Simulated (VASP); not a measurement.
# GaS (P6_3/mmc) in VASP: a series of runs, part 2 of 2

VASP 6.6.1.

### 4 Relaxation of cell and atoms, PBE+D3(BJ)

INCAR

```
SYSTEM = GaS
ALGO     = Normal         ! electronic algorithm
EDIFF    = 1E-6           ! SCF threshold, eV
EDIFFG   = -0.01          ! ionic threshold
ENCUT    = 600            ! plane-wave cutoff, eV
GGA      = PE             ! functional
IBRION   = 2              ! ionic algorithm
ISIF     = 3              ! what is computed and relaxed
ISMEAR   = 0              ! smearing method
IVDW     = 12             ! dispersion correction
KPAR     = 4            
LASPH    = .True.         ! aspherical terms in the spheres
LCHARG   = .False.        ! write CHGCAR
LREAL    = .False.        ! projectors in reciprocal space
LWAVE    = .False.        ! write WAVECAR
NELM     = 80             ! most SCF steps
NSW      = 90             ! ionic steps
PREC     = Accurate       ! precision mode
SIGMA    = 0.03           ! smearing width, eV
```

KPOINTS

```
k-points
0
Gamma
  9 9 2
  0 0 0
```

POSCAR

```
GaS
1.0
    3.5850000000      0.0000000000      0.0000000000
   -1.7925000000      3.1047010726      0.0000000000
    0.0000000000      0.0000000000     15.5000000000
Ga S
4 4
Direct
    0.3333333333      0.6666666667      0.1700000000
    0.6666666667      0.3333333333      0.6700000000
    0.3333333333      0.6666666667      0.3300000000
    0.6666666667      0.3333333333      0.8300000000
    0.3333333333      0.6666666667      0.6000000000
    0.6666666667      0.3333333333      0.1000000000
    0.3333333333      0.6666666667      0.9000000000
    0.6666666667      0.3333333333      0.4000000000
```

Potentials or basis: VASP PAW PBE potentials, release 64 (Ga_d, S).

Started as:

```
$ cat potpaw_PBE.64/Ga_d/POTCAR potpaw_PBE.64/S/POTCAR > POTCAR
$ mpirun -np 4 vasp_std > vasp.out
```

OUTCAR:

```text
SYSTEM = GaS
   EDIFF = 1E-6
   EDIFFG = -0.01
   ENCUT = 600
   GGA = PE
   IBRION = 2
   ISIF = 3
   ISMEAR = 0
   IVDW = 12
   LASPH = .True.
   LREAL = .False.
   NELM = 80
   NSW = 90
   PREC = Accurate
 IVDW          = 12

 ion  position               nearest neighbor table
   1  0.333  0.667  0.170-   6 2.34   6 2.34   6 2.34   3 2.48
   2  0.667  0.333  0.670-   5 2.34   5 2.34   5 2.34   4 2.48
   3  0.333  0.667  0.330-   8 2.34   8 2.34   8 2.34   1 2.48
   4  0.667  0.333  0.830-   7 2.34   7 2.34   7 2.34   2 2.48
   5  0.333  0.667  0.600-   2 2.34   2 2.34   2 2.34
   6  0.667  0.333  0.100-   1 2.34   1 2.34   1 2.34
   7  0.333  0.667  0.900-   4 2.34   4 2.34   4 2.34
   8  0.667  0.333  0.400-   3 2.34   3 2.34   3 2.34

  LATTYP: Found a hexagonal cell.
 ALAT       =     3.5850000000
 C/A-ratio  =     4.3235704324

  Lattice vectors:

 A1 = (   3.5850000000,   0.0000000000,   0.0000000000)
 A2 = (  -1.7925000000,   3.1047010726,   0.0000000000)
 A3 = (   0.0000000000,   0.0000000000,  15.5000000000)

Analysis of symmetry for initial positions (statically):
=====================================================================
 Subroutine PRICEL returns:
 Original cell was already a primitive cell.

 Routine SETGRP: Setting up the symmetry group for a
 hexagonal supercell.

 Subroutine GETGRP returns: Found 24 space group operations
 (whereof 12 operations were pure point group operations)
 out of a pool of 24 trial point group operations.

The static configuration has the point symmetry D_3d.
 The point group associated with its full space group is D_6h.

Analysis of symmetry for dynamics (positions and initial velocities):
=====================================================================
 Subroutine PRICEL returns:
 Original cell was already a primitive cell.

 Routine SETGRP: Setting up the symmetry group for a
 hexagonal supercell.

 Subroutine GETGRP returns: Found 24 space group operations
 (whereof 12 operations were pure point group operations)
 out of a pool of 24 trial point group operations.

The dynamic configuration has the point symmetry D_3d.
 The point group associated with its full space group is D_6h.

[... 109 lines left out ...]
   EDIFF  = 0.1E-05   stopping-criterion for ELM
   LREAL  =      F    real-space projection
   EDIFFG = -.1E-01   stopping-criterion for IOM
   NSW    =     90    number of steps for IOM
   IBRION =      2    ionic relax: 0-MD 1-quasi-New 2-CG
   NFREE  =      1    steps in history (QN), initial steepest desc. (CG)
   ISIF   =      3    stress and relaxation
   ISYM   =      2    0-nonsym 1-usesym 2-fastsym
   POTIM  = 0.5000    time-step for ionic-motion
   TEBEG  =    0.0;   TEEND  =   0.0 temperature during run
   PSTRESS=    0.0 pullay stress
   NELECT =      76.0000    total number of electrons
   NUPDOWN=      -1.0000    fix difference up-down
   EMIN   =  10.00;   EMAX   =-10.00  energy-range for DOS
   EFERMI =   0.00;   METHOD = LEGACY
   ISMEAR =     0;   SIGMA  =   0.03  broadening in eV -4-tet -1-fermi 0-gaus
   EFERMI_NEDOS =   21; number of points for ismear=-14 and -15
   IALGO  =     38    algorithm
   IMIX   =      4    mixing-type and parameters
     AMIX     =   0.40;   BMIX     =  1.00
     AMIX_MAG =   1.60;   BMIX_MAG =  1.00
  volume/ion in A,a.u.               =      21.57       145.53
  Fermi-wavevector in a.u.,A,eV,Ry     =   1.245659  2.353954 21.111700  1.551666
  Thomas-Fermi vector in A             =   2.379871
   LORBIT       =      0    0 simple, 1 ext, 2 COOP (PROOUT), +10 PAW based schemes
   GGA     = PE    functional components
   LHFCALC =     F    Hartree Fock is set to
   AEXX    =    0.0000 exact exchange contribution
   IVDW    =    12    specifies the selected vdW correction
   LEPSILON=     F    determine dielectric tensor
   LRPA    =     F    only Hartree local field effects (RPA)
 conjugate gradient relaxation of ions
 non-spin polarized calculation
 Gauss-broadening in eV      SIGMA  =   0.03
  energy-cutoff  :      600.00
  volume of cell :      172.52
 maximum number of plane-waves:      5823
 NGX is ok and might be reduce to    30
   NGX = 15   NGY = 15   NGZ = 61

--------------------------------------- Ionic step        1  -------------------------------------------

 number of electron      75.9999986 magnetization

 Free energy of the ion-electron system (eV)
  ---------------------------------------------------
  ext. energy  EPLUGINS =         0.00000000
  ---------------------------------------------------
  free energy    TOTEN  =       -33.21096085 eV

  energy without entropy =      -33.21096085  energy(sigma->0) =      -33.21096085

------------------------ aborting loop because EDIFF is reached ----------------------------------------

 Edisp (eV)   -2.18150

 E8    (eV) :    -0.9068
[... 175 lines left out ...]
--------------------------------------- Ionic step        5  -------------------------------------------

 number of electron      75.9999988 magnetization

 Free energy of the ion-electron system (eV)
  ---------------------------------------------------
  ext. energy  EPLUGINS =         0.00000000
  ---------------------------------------------------
  free energy    TOTEN  =       -33.20965826 eV

  energy without entropy =      -33.20965826  energy(sigma->0) =      -33.20965826

 E-fermi :   4.1487     XC(G=0):  -9.5118

 val. band max:        3.9859875187   @ k =   0.0000   0.0000   0.0000
 cond. band min:       5.5595562497   @ k =   0.4444   0.0000   0.0000
 fundamental gap:      1.5735687309
 Fermi energy:         4.1487086835

 k-point     1 :       0.0000    0.0000    0.0000
  band No.  band energies     occupation
      1     -10.9905      2.00000
      2     -10.9874      2.00000
      3     -10.8601      2.00000
      4     -10.8601      2.00000
      5     -10.8599      2.00000
      6     -10.8599      2.00000
[... 1180 lines left out ...]
  FREE ENERGIE OF THE ION-ELECTRON SYSTEM (eV)
  ---------------------------------------------------
  free  energy   TOTEN  =       -35.3998801074 eV

  energy  without entropy=      -35.3998801074  energy(sigma->0) =      -35.39988011

 reached required accuracy - stopping structural energy minimisation
```

OSZICAR:

```text
N       E                     dE             d eps       ncg     rms          rms(c)
DAV:   1     0.815853481739E+03    0.81585E+03   -0.38134E+04  2320   0.272E+03
[... 43 lines left out ...]
DAV:   1    -0.332106029377E+02   -0.39406E-02   -0.15956E-02  3055   0.157E+00    0.186E-01
DAV:   2    -0.332098796148E+02    0.72332E-03   -0.20626E-03  3080   0.639E-01    0.943E-02
DAV:   3    -0.332096868089E+02    0.19281E-03   -0.40343E-04  3377   0.204E-01    0.315E-02
DAV:   4    -0.332096693741E+02    0.17435E-04   -0.58552E-05  2757   0.432E-02    0.361E-02
DAV:   5    -0.332096612483E+02    0.81258E-05   -0.27966E-06  2124   0.152E-02    0.151E-02
DAV:   6    -0.332096582564E+02    0.29919E-05   -0.62973E-06  1960   0.254E-02    0.125E-03
DAV:   7    -0.332096582568E+02   -0.43656E-09   -0.66830E-07  1328   0.645E-03
   5 F= -.35399880E+02 E0= -.35399880E+02  d E =-.296522E-03
```

Wall time 3.5 min (4 MPI ranks of Intel Xeon 6975P-C (Granite Rapids), shared host); peak memory 0.46 GiB.

Results:

* Free energy: -35.3999 eV
* Relaxed volume: 21.49 Å³/atom
* Relaxed cell: a = 3.588 Å, b = 3.588 Å, c = 15.423 Å, α = 90.00°, β = 90.00°, γ = 120.00°
* Space group after relaxing (to 0.05 Å): P6_3/mmc (No. 194)
* Energy gained by relaxing: 0.9 meV/atom
* Ionic steps: 5
* Pressure after relaxing: 0.0 GPa
* Largest force after relaxing: 0.007 eV/Å
* Band gap on the k mesh: 1.57 eV, indirect (least direct gap 1.67 eV)
* Dispersion energy per atom: -0.274 eV

Forces in eV/Å, atoms in the order of the input:
```
Ga   0.000  0.000  0.001
Ga   0.000  0.000  0.001
Ga   0.000  0.000 -0.001
Ga   0.000  0.000 -0.001
S    0.000  0.000  0.007
S    0.000  0.000  0.007
S    0.000  0.000 -0.007
S    0.000  0.000 -0.007
```

The path:
```csv
step,energy change (eV),largest force (eV/Å),pressure (GPa),volume (Å³)
1,0.0000,0.2532,-0.06,172.52
2,-0.0065,0.0831,-0.22,172.32
3,-0.0071,0.0319,-0.19,172.36
4,-0.0074,0.0061,0.07,171.74
5,-0.0074,0.0074,0.01,171.96
```

Final structure:
```
Ga S
1.0
     3.58813    0.00000    0.00000
    -1.79406    3.10741    0.00000
     0.00000    0.00000   15.42251
Ga S
4 4
Direct
  0.33333 0.66667 0.17062
  0.66667 0.33333 0.67062
  0.33333 0.66667 0.32938
  0.66667 0.33333 0.82938
  0.33333 0.66667 0.59994
  0.66667 0.33333 0.09994
  0.33333 0.66667 0.90006
  0.66667 0.33333 0.40006
```

Levels at points of the mesh, in eV from the valence-band top:
| k point | band 35 | band 36 | band 37 | band 38 | band 39 | band 40 | band 41 | band 42 |
| --- | --- | --- | --- | --- | --- | --- | --- | --- |
| (0.00, 0.00, 0.00) | -1.46 | -1.41 | -1.41 | 0.00 | 1.67 | 2.37 | 2.85 | 3.06 |
| (0.00, 0.00, 0.50) | -1.44 | -1.44 | -0.73 | -0.73 | 2.11 | 2.11 | 2.93 | 2.93 |

Caveat: an odd mesh through Γ misses points on the zone boundary, where band edges often lie.
